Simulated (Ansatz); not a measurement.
Input and command of a calculation in Ansatz (plane waves; scalar-relativistic PAW potentials unless the input names others):

```yaml
crystal:
  lattice:
    - [3.2700933682, 0.0, 0.0]
    - [-1.6350466841, 2.8319839296, 0.0]
    - [0.0, 0.0, 15.9947682918]
  atoms:
    - { symbol: W, position: [-1.0e-10, 1.0e-10, 0.0] }
    - { symbol: Se, position: [0.3333333334, 0.6666666666, 0.1045825788] }
    - { symbol: Se, position: [0.3333333334, 0.6666666666, 0.8954174212] }
basis:
  ecutwfc: 420
  ecutrho_ratio: 1
kpoints:
  mp_grid: { grid: [12, 12, 2] }
hamiltonian:
  xc: pbesol
scf:
  occupations: { method: gaussian, width: 0.02 }
  max_iter: 75
output:
  forces: true
  eigenvalues: true
  stress: true
```

```bash
ansatz run input.yaml --threads 1 --pin off --max-ram 2560MiB --backend cpu --events-out ev --progress --plain --runs-dir out
```

Abridged log:
```
Basis set: ecut = 420 eV, 2969 PW (Γ), exchange–correlation on 32×32×160 points (8 copies of the dense FFT grid, shifted against one another)
Bands: 28, of which v1, the nominal top of the filled ones, is band 23 counted from 1 (22 counted from 0)
Symmetry: 12 space group operations
k-points: 38 of 288 (time reversal used)
SCF iter   1: F=—  HF=-21108.822358 eV  |F-HF|=—  |Δ(HF+E_count)|=         —  Δρ=4.35e-3  dr2=2.62e-2  ethr=1.77e-3  ⟨swp⟩=8.8  Hψ=5098  notcnv=0
SCF iter   2: F=—  HF=-21108.836710 eV  |F-HF|=—  |Δ(HF+E_count)|=   1.44e-2  Δρ=4.46e-3  dr2=9.97e-2  ethr=5.69e-5  ⟨swp⟩=3.8  Hψ=2278  notcnv=0  defer=38
SCF iter   3: F=—  HF=-21108.823832 eV  |F-HF|=—  |Δ(HF+E_count)|=   1.29e-2  Δρ=1.80e-3  dr2=5.83e-3  ethr=5.69e-5  ⟨swp⟩=3.0  Hψ=1591  notcnv=0  defer=38
SCF iter   4: F=—  HF=-21108.824386 eV  |F-HF|=—  |Δ(HF+E_count)|=   5.54e-4  Δρ=4.14e-4  dr2=1.27e-4  ethr=1.27e-5  ⟨swp⟩=2.0  Hψ=1429  notcnv=0
automatic band count: iteration 4 solves 27 bands in place of 28: the levels show a gap, and the empty bands left out lie too high to hold charge; the band table lists the bands solved (type scf.n_extra_bands for more)
SCF iter   5: F=—  HF=-21108.824459 eV  |F-HF|=—  |Δ(HF+E_count)|=   7.38e-5  Δρ=8.89e-5  dr2=1.04e-5  ethr=2.76e-7  ⟨swp⟩=2.4  Hψ=2033  notcnv=0
SCF iter   6: F=—  HF=-21108.821319 eV  |F-HF|=—  |Δ(HF+E_count)|=   3.14e-3  Δρ=5.19e-5  dr2=4.57e-6  ethr=2.26e-8  ⟨swp⟩=3.6  Hψ=2460  notcnv=0
SCF iter   7: F=—  HF=-21108.821321 eV  |F-HF|=—  |Δ(HF+E_count)|=   2.42e-6  Δρ=3.50e-5  dr2=9.98e-7  ethr=9.94e-9  ⟨swp⟩=2.0  Hψ=1286  notcnv=0
SCF iter   8: F=-21108.821324 eV  HF=-21108.821324 eV  |F-HF|=2.08e-8  |Δ(HF+E_count)|=   2.85e-6  Δρ=1.85e-6  dr2=2.45e-8  ethr=2.17e-10  ⟨swp⟩=5.9  Hψ=5378  notcnv=0
SCF 1 converged in 8 iterations: F = -21108.821324 eV  dr2 = 2.45e-8
SCF converged after 8 iterations
Free energy (F): -21108.821324 eV
Harris-Foulkes:  -21108.821324 eV  (|F-HF|=2.08e-8)
Internal energy: -21108.821324 eV  (E = F + TS)
E sigma→0 (E₀):  -21108.821324 eV
Fermi energy:    2.967917 eV
--- Forces (eV/Å), atoms counted from 1 ---
  atom   1  W      0.00000000     0.00000000     0.00000000
  atom   2  Se     0.00000000     0.00000000    -0.10052733
  atom   3  Se     0.00000000     0.00000000     0.10052733
--- Stress (GPa, compression-positive) ---
        8.164363       0.000000       0.000000
        0.000000       8.164363       0.000000
        0.000000       0.000000       9.934445
  P = ⅓ Tr σ = 8.7544 GPa (87.544 kbar)
```

Question: Find the fault.

Answer: The fault is a density cutoff too low for products of the waves, which reach up to 4 times the waves' cutoff (basis.ecutrho_ratio: not typed → 1, the first being the value of the sound run). Setting it back cures it. The log, from which this was withheld above, says: «Warning: basis.ecutrho_ratio = 1 (ecutrho = 420 eV) is below the records' recommended 1680 eV» «settings of this run that can trade accuracy for cost: basis.ecutrho_ratio < 4. Do not mix this run's numbers with those of runs without the same settings; the input reference describes each key» The run converged all the same, with an energy at zero smearing 699 meV/atom below the reference's, pressure 8.75 GPa, largest force 0.101 eV/Å, gap on the mesh 1.68 eV, so convergence alone doesn't show that an input is right. A reference run on usual settings, whose relaxation ended at this geometry, converged, and the end of its own relaxation has pressure 0.00 GPa, largest force 0.000 eV/Å, gap on the mesh 1.69 eV.

The run took 13 s on 1 thread of Intel(R) Xeon(R) Platinum 8259CL CPU @ 2.50GHz (Skylake/Cascade Lake), on a shared host, peak memory 0.43 GiB.